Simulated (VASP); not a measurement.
The system is Si.

```xyz
4
Lattice="0.0000 2.6599 4.6432 2.4223 0.0000 4.6432 2.4223 2.6599 0.0000" Properties=species:S:1:pos:R:3 pbc="T T T"
Si    2.4223    2.6599    2.0452
Si    2.4223    2.6599    7.2413
Si    2.4223    1.4502    4.6432
Si    2.4223    3.8696    4.6432
```

This isn't the form of Si at room conditions, which is diamond.

| Quantity | Value |
| --- | --- |
| Program | VASP 6.6.1 |
| Task | single point |
| Functional | PBE |
| Potentials or basis | VASP PAW PBE potentials, release 64 (Si) |
| Cutoff | 520 eV |
| k mesh | 8 × 8 × 8 |
| Occupations | fermi-dirac, width 0.05 eV |
| Spin | no spin polarisation |

On this cell: pressure 3.3 GPa; largest force 0.113 eV/Å; band gap on the k mesh none (metal or under the smearing width).

The same run follows on a disturbed copy (atoms moved at random, drawn with an rms of 0.05 Å):

```
Si
1.0
     0.00000    2.65990    4.64324
     2.42227    0.00000    4.64324
     2.42227    2.65990    0.00000
Si
4
Direct
  0.21836 0.21977 0.79595
  0.81095 0.77018 0.21343
  0.26187 0.73149 0.27147
  0.73314 0.26368 0.71974
```

Question: What does the disturbed cell give?

Answer: The energy (extrapolated to zero smearing) moves by +25.9 meV/atom; pressure 4.8 GPa; largest force 1.096 eV/Å; band gap on the k mesh none (metal or under the smearing width).

Forces in eV/Å, atoms in the order of the input:
```
Si  -0.444 -0.047  0.046
Si   0.398 -0.327 -0.968
Si  -0.332  0.580  0.637
Si   0.378 -0.206  0.284
```

Stress tensor (GPa, compression positive):
```
3.94 0.26 0.16
0.26 4.93 1.02
0.16 1.02 5.44
```
